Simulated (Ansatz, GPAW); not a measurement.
**KBr: programs and potentials compared**

```
Br K
1.0
     0.00000    3.30000    3.30000
     3.30000    0.00000    3.30000
     3.30000    3.30000    0.00000
Br K
1 1
Cartesian
  3.3000 3.3000 3.3000
  0.0000 0.0000 0.0000
```

Alike in all runs: task single point; functional PBE; k mesh 7 × 7 × 7; occupations gaussian, width 0.022 eV; no spin polarisation; no spin-orbit coupling. Pressure is positive in compression and, in plane waves, holds the error of the finite cutoff, which Ansatz's Pulay term estimates and takes out.

```csv
program and potentials,plane-wave cutoff (eV),notes,pressure (GPa)
"Ansatz, Ansatz PAW",420,-,0.72
"Ansatz, all-electron LAPW, scalar-relativistic",-,-,0.72
"GPAW, GPAW PAW data sets (gpaw-data 1.2.1)",600,-,0.70
```

The pressure spans 0.70 (GPAW, GPAW PAW data sets (gpaw-data 1.2.1)) to 0.72 GPa (Ansatz, Ansatz PAW), with all-electron results at 0.72.

Differences between rows come from potentials, basis sets and numerical settings, since the functional is the same but for its coding. Runs on potential files found faulty are left out.
